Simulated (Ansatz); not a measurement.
CaF₂, DFT, LDA, all-electron PAW with datasets made for the crystal, scalar-relativistic (Ansatz 0.2.0), run on 1 thread of Arm Neoverse V2 on a shared host.

The geometry is COD entry 5000222, unchecked; take it as a test cell.

Command: `ansatz run input.yaml --threads 1 --pin off --max-ram 4096MiB --backend cpu --events-out ev --progress --plain --runs-dir out`

```yaml
crystal:
  lattice:
    - [0.0, 2.73125, 2.73125]
    - [2.73125, 0.0, 2.73125]
    - [2.73125, 2.73125, 0.0]
  atoms:
    - { symbol: Ca, position: [0.0, 0.0, 0.0] }
    - { symbol: F, position: [0.25, 0.25, 0.25] }
    - { symbol: F, position: [0.75, 0.75, 0.75] }
kpoints:
  mp_grid: { grid: [10, 10, 10] }
  band_path:
    path:
      - [0.0, 0.0, 0.0]
      - [0.5, 0.0, 0.5]
      - [0.625, 0.25, 0.625]
      - [0.375, 0.375, 0.75]
      - [0.0, 0.0, 0.0]
      - [0.5, 0.5, 0.5]
      - [0.5, 0.25, 0.75]
      - [0.5, 0.0, 0.5]
    npoints: 8
scf:
  occupations: { method: fermi_dirac, width: 0.03 }
hamiltonian:
  xc: lda
  pseudopotentials: { kind: all_electron, datasets: crystal }
output:
  forces: true
  stress: true
  eigenvalues: true
  efg: { contact_densities: true }
```

Problem. How large is the problem that the program sets up?

Solution. 47 irreducible k-points, 531 plane waves at Γ, 16 bands.

Problem. Estimate the wall time and the peak memory.

Solution. 8.6 s of wall time for 7 SCF iterations, with a peak of 0.39 GiB. Times on shared machines scatter by tens of per cent.

Problem. And the same cell and mesh by LAPW (all electrons), asked for forces, stress, eigenvalues, populations, dos and the same band path, on the same hardware?

Solution. 19 s, peak memory 0.34 GiB.

Problem. And the same cell and mesh by frozen-core PAW, asked for forces, stress, eigenvalues, efg, populations, bader, dos, write_density, write_potential, elf and the same band path, on the same hardware?

Solution. 12 s, peak memory 0.34 GiB.
